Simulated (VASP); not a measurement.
Write the native input for VASP 6.6.1 that does the following.

```
Task                   : single point
Functional             : PBE
Potentials or basis    : VASP PAW PBE potentials, release 64 (Ga_d_GW, P_GW)
Cutoff                 : 450 eV
k mesh                 : 4 × 4 × 4
Occupations            : gaussian, width 0.02 eV
Spin                   : no spin polarisation
Further INCAR settings : ALGO = Normal; EDIFF = 1e-06; NBANDS = 26
```

The structure of GaP lies in POSCAR:

```
GaP
1.0
    1.9430151755      1.1218003346      6.4308101003
   -1.9430151755      1.1218003346      6.4308101003
    0.0000000000     -2.2436006692      6.4308101003
Ga P
2 2
Direct
    0.5646280000      0.5646280000      0.5646280000
    0.4353720000      0.4353720000      0.4353720000
    0.9426110000      0.9426110000      0.9426110000
    0.0573890000      0.0573890000      0.0573890000
```

Measurements of this composition are mostly on another form, of space group No. 216.

These files were run (other wordings do the same):

INCAR

```
ALGO = Normal
EDIFF = 1E-6
ENCUT = 450
GGA = PE
ISIF = 2
ISMEAR = 0
LASPH = True
LCHARG = False
LREAL = False
LWAVE = False
NBANDS = 26
NELM = 60
PREC = Accurate
SIGMA = 0.02
```

KPOINTS

```
k-points
0
Gamma
  4 4 4
```

Potentials or basis: VASP PAW PBE potentials, release 64 (Ga_d_GW, P_GW).

The run is started by

```bash
$ cat potpaw_PBE.64/Ga_d_GW/POTCAR potpaw_PBE.64/P_GW/POTCAR > POTCAR
$ mpirun -np 1 vasp_std > vasp.out
```

Results of the run:

```
Largest force          : 0.046 eV/Å
Band gap on the k mesh : 0.82 eV, indirect (least direct gap 1.13 eV)
```

Caveat: the k mesh is coarse (spacing up to 0.47 Å⁻¹), so the values aren't converged.

Wall time 68 s on 1 thread of Intel(R) Xeon(R) Platinum 8488C (Sapphire Rapids), on a shared host, peak memory 0.31 GiB.
